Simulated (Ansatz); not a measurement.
A decomposition energy, worked out: In3O

Level of theory: DFT PBE, scalar-relativistic, plane waves, PAW (Ansatz). Settings: cutoff 420 eV, Γ-centred meshes spaced at most about 0.3 Å⁻¹, and about 0.25 Å⁻¹ or finer for metals (2π included), Gaussian smearing. No spin polarisation.

Formation energies are uncorrected and refer to the elements' standard structures at the same level (O₂ as a molecule).

These are static total energies at zero pressure. In In3O P6/mmm an odd number of electrons in the primitive cell allows no gap without spin; a larger cell or a magnetic state could open one.

A trial structure of In3O (reached from: random cell; relaxed: space group P6/mmm (No. 191), a = 5.318 Å, c = 4.273 Å) has a formation energy of -0.099 eV/atom. At its composition the lowest mixture among the elements and 1 reference phase computed alike (others may be missing) consists of these:

```
       phase             source  ΔE_f (eV/atom)
  In (solid)            element          -0.002
In2O3 (Ia-3)  Materials Project          -1.556
```

The lowest database cell of In (-0.002) lies slightly below the reference, hence the non-zero entry.

Problem. Write the balanced decomposition and find its energy per atom, per formula unit and per mole of formula units.

Solution. Balancing In and O gives 3 In3O → 7 In + In2O3. The left side holds 12 atoms, and the products take 7/12 (In) and 5/12 (In2O3) of them. The mixture therefore lies at 7/12 × (-0.002) + 5/12 × (-1.556) = -0.650 eV/atom. The reaction energy is -0.650 − (-0.099) = -0.551 eV/atom. Times 4 atoms that is -2.204 eV per In3O, and times 96.485 it is -213 kJ per mole of In3O. Decomposition is downhill, so the trial structure is unstable against this mixture.
